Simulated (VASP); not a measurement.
# CaO (Lime) (Fm-3m) in VASP: a series of runs

One crystal, CaO (Lime), is run at these levels: LDA, PBE; tasks: relaxation of the atoms, relaxation of cell and atoms.

Everything below comes from runs of VASP 6.6.1. Logs are shortened: lines on timing, memory, paths and dates and some standing lists are left out, and cuts for length are marked.

## Step 1: The structure

The structure is cubic, space group Fm-3m (No. 225). Conventional cell: a = 4.813 Å, b = 4.813 Å, c = 4.813 Å, α = 90.00°, β = 90.00°, γ = 90.00°. Ca (site symmetry m-3m) has 6 O at 2.41 Å as nearest neighbours. Around O (site symmetry m-3m) lie 6 Ca at 2.41 Å.

## Step 2: Relaxation of the atoms, LDA (a relaxed cell with its volume scaled by 1.04)

INCAR

```
SYSTEM = CaO
  PREC = Accurate
  ENCUT = 600
  EDIFF = 1E-7
  ISMEAR = 0
  SIGMA = 0.03
  LREAL = .False.
  LASPH = .True.
  NELM = 80
  ALGO = Normal
  ISIF = 2
  LWAVE = .False.
  LCHARG = .False.
  GGA = CA
  IBRION = 2
  NSW = 40
  EDIFFG = -0.01
```

KPOINTS

```
Automatic mesh
0
Gamma
  10 10 10
  0 0 0
```

POSCAR

```
CaO                                     
1.0
    0.0000000000      2.3898204930      2.3898204930
    2.3898204930      0.0000000000      2.3898204930
    2.3898204930      2.3898204930      0.0000000000
  Ca              O             
     1     1
Direct
     0.0000000000000000    0.0000000000000000    0.0000000000000000
     0.5000000000000000    0.5000000000000000    0.5000000000000000
```

Potentials or basis: VASP PAW LDA potentials, release 64 (Ca_sv, O).

Command:

```sh
> cat potpaw_LDA.64/Ca_sv/POTCAR potpaw_LDA.64/O/POTCAR > POTCAR
> mpirun -np 1 vasp_std > vasp.out
```

OUTCAR:

```text
SYSTEM = CaO
   PREC = Accurate
   ENCUT = 600
   EDIFF = 1E-7
   ISMEAR = 0
   LREAL = .False.
   LASPH = .True.
   NELM = 80
   ISIF = 2
   GGA = CA
   IBRION = 2
   NSW = 40
   EDIFFG = -0.01

 ion  position               nearest neighbor table
   1  0.000  0.000  0.000-   2 2.39   2 2.39   2 2.39   2 2.39   2 2.39   2 2.39
   2  0.500  0.500  0.500-   1 2.39   1 2.39   1 2.39   1 2.39   1 2.39   1 2.39

  LATTYP: Found a face centered cubic cell.
 ALAT       =     4.7796409860

  Lattice vectors:

 A1 = (   0.0000000000,   2.3898204930,   2.3898204930)
 A2 = (   2.3898204930,   0.0000000000,   2.3898204930)
 A3 = (   2.3898204930,   2.3898204930,   0.0000000000)

Analysis of symmetry for initial positions (statically):
=====================================================================
 Subroutine PRICEL returns:
 Original cell was already a primitive cell.

 Routine SETGRP: Setting up the symmetry group for a
 face centered cubic supercell.

 Subroutine GETGRP returns: Found 48 space group operations
 (whereof 48 operations were pure point group operations)
 out of a pool of 48 trial point group operations.

The static configuration has the point symmetry O_h .

Analysis of symmetry for dynamics (positions and initial velocities):
=====================================================================
 Subroutine PRICEL returns:
 Original cell was already a primitive cell.

 Routine SETGRP: Setting up the symmetry group for a
 face centered cubic supercell.

 Subroutine GETGRP returns: Found 48 space group operations
 (whereof 48 operations were pure point group operations)
 out of a pool of 48 trial point group operations.

The dynamic configuration has the point symmetry O_h .

 Subroutine INISYM returns: Found 48 space group operations
 (whereof 48 operations are pure point group operations),
 and found     1 'primitive' translations

----------------------------------------------------------------------------------------

                                     Primitive cell

  volume of cell :      27.2977

  direct lattice vectors                    reciprocal lattice vectors
     0.000000000  2.389820493  2.389820493    -0.209220735  0.209220735  0.209220735
     2.389820493  0.000000000  2.389820493     0.209220735 -0.209220735  0.209220735
     2.389820493  2.389820493  0.000000000     0.209220735  0.209220735 -0.209220735

  length of vectors
     3.379716553  3.379716553  3.379716553     0.362380943  0.362380943  0.362380943

  position of ions in fractional coordinates (direct lattice)
     0.000000000  0.000000000  0.000000000
     0.500000000  0.500000000  0.500000000

  ion indices of the primitive-cell ions
   primitive index   ion index
                 1           1
                 2           2

----------------------------------------------------------------------------------------

 KPOINTS: Automatic mesh

Automatic generation of k-mesh.
 Grid dimensions read from file:
 generate k-points for:   10   10   10

 Generating k-lattice:

  Cartesian coordinates                     Fractional coordinates (reciprocal lattice)
    -0.020922073  0.020922073  0.020922073     0.100000000  0.000000000  0.000000000
     0.020922073 -0.020922073  0.020922073     0.000000000  0.100000000  0.000000000
     0.020922073  0.020922073 -0.020922073     0.000000000  0.000000000  0.100000000

  Length of vectors
     0.036238094  0.036238094  0.036238094

  Shift w.r.t. Gamma in fractional coordinates (k-lattice)
     0.000000000  0.000000000  0.000000000

 Subroutine IBZKPT returns following result:
 ===========================================

 Found     47 irreducible k-points:

 Following reciprocal coordinates:
            Coordinates               Weight
  0.000000  0.000000  0.000000      1.000000
  0.100000  0.000000  0.000000      8.000000
  0.200000  0.000000  0.000000      8.000000
  0.300000  0.000000  0.000000      8.000000
  0.400000  0.000000  0.000000      8.000000
  0.500000  0.000000  0.000000      4.000000
[... 16 lines left out ...]
  0.300000  0.300000  0.000000      6.000000
  0.400000  0.300000  0.000000     24.000000
 [... further k-points ...]
   k-points           NKPTS =     47   k-points in BZ     NKDIM =     47   number of bands    NBANDS=     12
   number of dos      NEDOS =    301   number of ions     NIONS =      2
   total plane-waves  NPLWV =  21952
   dimension x,y,z NGX =    28 NGY =   28 NGZ =   28
   dimension x,y,z NGXF=    56 NGYF=   56 NGZF=   56
   ions per type =               1   1
   NGX,Y,Z   is equivalent  to a cutoff of  13.77, 13.77, 13.77 a.u.
   NGXF,Y,Z  is equivalent  to a cutoff of  27.55, 27.55, 27.55 a.u.
 SYSTEM =  CaO
   PREC   = accura    normal or accurate (medium, high low for compatibility)
   ISTART =      0    job   : 0-new  1-cont  2-samecut
   ICHARG =      2    charge: 1-file 2-atom 10-const
   ISPIN  =      1    spin polarized calculation?
   LNONCOLLINEAR =      F non collinear calculations
   LSORBIT =      F    spin-orbit coupling
   LASPH  =      T    aspherical Exc in radial PAW
   ENCUT  =  600.0 eV  44.10 Ry    6.64 a.u.   6.75  6.75  6.75*2*pi/ulx,y,z
   NELM   =     80;   NELMIN=  2; NELMDL= -5     # of ELM steps
   EDIFF  = 0.1E-06   stopping-criterion for ELM
   LREAL  =      F    real-space projection
   EDIFFG = -.1E-01   stopping-criterion for IOM
   NSW    =     40    number of steps for IOM
   IBRION =      2    ionic relax: 0-MD 1-quasi-New 2-CG
   NFREE  =      1    steps in history (QN), initial steepest desc. (CG)
   ISIF   =      2    stress and relaxation
   ISYM   =      2    0-nonsym 1-usesym 2-fastsym
   POTIM  = 0.5000    time-step for ionic-motion
   TEBEG  =    0.0;   TEEND  =   0.0 temperature during run
   PSTRESS=    0.0 pullay stress
   NELECT =      16.0000    total number of electrons
   NUPDOWN=      -1.0000    fix difference up-down
   EMIN   =  10.00;   EMAX   =-10.00  energy-range for DOS
   EFERMI =   0.00;   METHOD = LEGACY
   ISMEAR =     0;   SIGMA  =   0.03  broadening in eV -4-tet -1-fermi 0-gaus
   EFERMI_NEDOS =   21; number of points for ismear=-14 and -15
   IALGO  =     38    algorithm
   IMIX   =      4    mixing-type and parameters
     AMIX     =   0.40;   BMIX     =  1.00
     AMIX_MAG =   1.60;   BMIX_MAG =  1.00
  volume/ion in A,a.u.               =      13.65        92.11
  Fermi-wavevector in a.u.,A,eV,Ry     =   1.370060  2.589038 25.539007  1.877064
  Thomas-Fermi vector in A             =   2.495880
   LORBIT       =      0    0 simple, 1 ext, 2 COOP (PROOUT), +10 PAW based schemes
   GGA     = CA    functional components
   LHFCALC =     F    Hartree Fock is set to
   AEXX    =    0.0000 exact exchange contribution
   IVDW    =     0    specifies the selected vdW correction
   LEPSILON=     F    determine dielectric tensor
   LRPA    =     F    only Hartree local field effects (RPA)
 conjugate gradient relaxation of ions
 non-spin polarized calculation
 Gauss-broadening in eV      SIGMA  =   0.03
  energy-cutoff  :      600.00
  volume of cell :       27.30
 maximum number of plane-waves:       941
   NGX = 13   NGY = 13   NGZ = 13

 number of electron      15.9999997 magnetization

 Free energy of the ion-electron system (eV)
  ---------------------------------------------------
  ext. energy  EPLUGINS =         0.00000000
  ---------------------------------------------------
  free energy    TOTEN  =       -14.21003887 eV

  energy without entropy =      -14.21003887  energy(sigma->0) =      -14.21003887

 E-fermi :   2.3191     XC(G=0): -11.1119

 val. band max:        2.1097982172   @ k =   0.0000   0.0000   0.0000
 cond. band min:       5.5613420100   @ k =   0.5000   0.5000   0.0000
 fundamental gap:      3.4515437929
 Fermi energy:         2.3191192482

 k-point     1 :       0.0000    0.0000    0.0000
  band No.  band energies     occupation
      1     -34.8837      2.00000
      2     -15.9179      2.00000
      3     -15.9179      2.00000
      4     -15.9179      2.00000
      5     -13.1311      2.00000
      6       2.1098      2.00000
      7       2.1098      2.00000
      8       2.1098      2.00000
      9       6.8101      0.00000
     10       8.2587      0.00000
     11       8.2587      0.00000
     12       8.2587      0.00000

 k-point     2 :       0.1000    0.0000    0.0000
  band No.  band energies     occupation
      1     -34.8723      2.00000
      2     -16.0800      2.00000
      3     -15.9237      2.00000
      4     -15.9237      2.00000
      5     -12.9622      2.00000
      6       1.7336      2.00000
      7       1.9622      2.00000
      8       1.9622      2.00000
      9       7.2737      0.00000
     10       8.2234      0.00000
     11       8.4379      0.00000
     12       8.4379      0.00000

 k-point     3 :       0.2000    0.0000    0.0000
  band No.  band energies     occupation
      1     -34.8424      2.00000
      2     -16.4403      2.00000
      3     -15.9387      2.00000
      4     -15.9387      2.00000
      5     -12.5831      2.00000
      6       0.9312      2.00000
      7       1.6094      2.00000
      8       1.6094      2.00000
      9       8.1491      0.00000
     10       8.4248      0.00000
     11       8.9333      0.00000
     12       8.9333      0.00000
[... 286 lines left out ...]
 k-point    23 :       0.3000    0.3000    0.0000
  band No.  band energies     occupation
      1     -34.7809      2.00000
      2     -16.5764      2.00000
      3     -16.0858      2.00000
      4     -16.0858      2.00000
      5     -12.5518      2.00000
      6       0.3154      2.00000
      7       1.7631      2.00000
      8       1.7631      2.00000
      9       6.2875      0.00000
     10       9.1923      0.00000
     11      10.6168      0.00000
     12      10.7312      0.00000

 k-point    24 :       0.4000    0.3000    0.0000
  band No.  band energies     occupation
      1     -34.7576      2.00000
      2     -16.6445      2.00000
      3     -16.1423      2.00000
      4     -16.1114      2.00000
      5     -12.5590      2.00000
      6       0.3910      2.00000
      7       1.5417      2.00000
      8       1.6473      2.00000
      9       6.2573      0.00000
     10       9.7907      0.00000
     11      10.9548      0.00000
     12      11.0443      0.00000

 [... further k-points ...]

------------------------ aborting loop because EDIFF is reached ----------------------------------------

  FORCE on cell =-STRESS in cart. coord.  units (eV):
  Direction    XX          YY          ZZ          XY          YZ          ZX
  --------------------------------------------------------------------------------------
  -------------------------------------------------------------------------------------
  Total       -0.7851673     -0.7851673     -0.7851673      0.0000000     -0.0000000      0.0000000
  in kB      -46.0836567    -46.0836567    -46.0836567      0.0000000     -0.0000000      0.0000000
  external PRESSURE =     -46.0836567 kB  Pullay stress =       0.0000000 kB

 VOLUME and BASIS-vectors are now :
 -----------------------------------------------------------------------------
  energy-cutoff  :      600.00
  volume of cell :       27.30
      direct lattice vectors                 reciprocal lattice vectors
     0.000000000  2.389820493  2.389820493    -0.209220735  0.209220735  0.209220735
     2.389820493  0.000000000  2.389820493     0.209220735 -0.209220735  0.209220735
     2.389820493  2.389820493  0.000000000     0.209220735  0.209220735 -0.209220735

 POSITION                                       TOTAL-FORCE (eV/Angst)
 -----------------------------------------------------------------------------------
      0.00000      0.00000      0.00000         0.000000     -0.000000      0.000000
      2.38982      2.38982      2.38982        -0.000000      0.000000     -0.000000
 -----------------------------------------------------------------------------------
    total drift:                                0.000000      0.000000      0.000000

  FREE ENERGIE OF THE ION-ELECTRON SYSTEM (eV)
  ---------------------------------------------------
  free  energy   TOTEN  =       -14.2100388664 eV

  energy  without entropy=      -14.2100388664  energy(sigma->0) =      -14.21003887

 reached required accuracy - stopping structural energy minimisation
```

Wall time 9.4 s (1 thread of Intel Xeon 6975P-C (Granite Rapids), shared host); peak memory 0.15 GiB.

What came out:

| Quantity | Value |
| --- | --- |
| Free energy | -14.2100 eV |
| Pressure after relaxing | -4.6 GPa |
| Band gap on the k mesh | 3.45 eV, indirect (least direct gap 3.82 eV) |

Final structure:
```
Ca O
1.0
     0.00000    2.38982    2.38982
     2.38982    0.00000    2.38982
     2.38982    2.38982    0.00000
Ca O
1 1
Cartesian
  0.0000 0.0000 0.0000
  2.3898 2.3898 2.3898
```

Levels at points of the mesh, in eV from the valence-band top:
| k point | band 4 | band 5 | band 6 | band 7 | band 8 | band 9 | band 10 | band 11 | band 12 |
| --- | --- | --- | --- | --- | --- | --- | --- | --- | --- |
| (0.00, 0.00, 0.00) | -18.03 | -15.24 | 0.00 | 0.00 | 0.00 | 4.70 | 6.15 | 6.15 | 6.15 |
| (0.50, 0.00, 0.00) | -18.09 | -13.91 | -2.75 | -1.27 | -1.27 | 7.03 | 8.40 | 8.40 | 8.44 |
| (0.50, 0.50, 0.00) | -18.28 | -14.99 | -1.30 | -0.37 | -0.37 | 3.45 | 8.14 | 8.97 | 9.65 |

Caveat: the relaxation stopped at its first step, so nothing moved.

(Continued in part 2 of 3.)
